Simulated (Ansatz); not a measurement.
HfO2 under strain — electric field gradients

The cell is an entry of the Crystallography Open Database (COD), relaxed with PBE at fixed cell and then changed (z compressed by 4 %).

```
Hf O
1.0
     5.11800    0.00000    0.00000
     0.00000    5.18570    0.00000
    -0.85866    0.00000    5.00531
Hf O
4 8
Direct
  0.27670 0.04188 0.20813
  0.72330 0.54188 0.29187
  0.72330 0.95812 0.79187
  0.27670 0.45812 0.70813
  0.44655 0.75838 0.48027
  0.55345 0.25838 0.01973
  0.55345 0.24162 0.51973
  0.44655 0.74162 0.98027
  0.07264 0.33925 0.33895
  0.92736 0.83925 0.16105
  0.92736 0.66075 0.66105
  0.07264 0.16075 0.83895
```

Sites (sets of like atoms) are named by element and the number of their first atom in this list.

The numbers come from a DFT calculation in Ansatz (PBE, plane waves and PAW, scalar-relativistic, 420 eV cutoff, Γ-centred 4×4×4 k-points, Fermi–Dirac smearing 0.02 eV).

C_Q = eQV_zz/h, which is 24.18 MHz for Q = 1 b and V_zz = 10²¹ V/m²; η = (V_xx − V_yy)/V_zz. ν_Q = 3|C_Q|/[2I(2I − 1)].

¹⁷⁹Hf: I = 9/2, Q = 3793 mb; 17O: I = 5/2, Q = -25.58 mb. Nuclear quadrupole moments: year-2017 set (Pyykkö).

Task: What field gradients does the calculation give at each kind of site?

Result: 

| site | atoms (order as listed) | first shell | C_Q (MHz) | η | ν_Q (MHz) |
| --- | --- | --- | --- | --- | --- |
| Hf | 1, 2, 3, 4 | 7 O at 2.04–2.20 Å | 1594 | 0.51 | 66.4 |
| O5 | 5, 6, 7, 8 | 4 Hf at 2.10–2.20 Å | 1.08 | 0.52 | 0.162 |
| O9 | 9, 10, 11, 12 | 3 Hf at 2.04–2.08 Å | -0.756 | 0.46 | 0.113 |

Without spin–orbit coupling the gradients at and beside Hf can be off by some per cent, at some sites by more. At this changed cell the PBE pressure is 16 GPa. The atoms aren't relaxed in the changed cell (largest force 0.5 eV/Å).
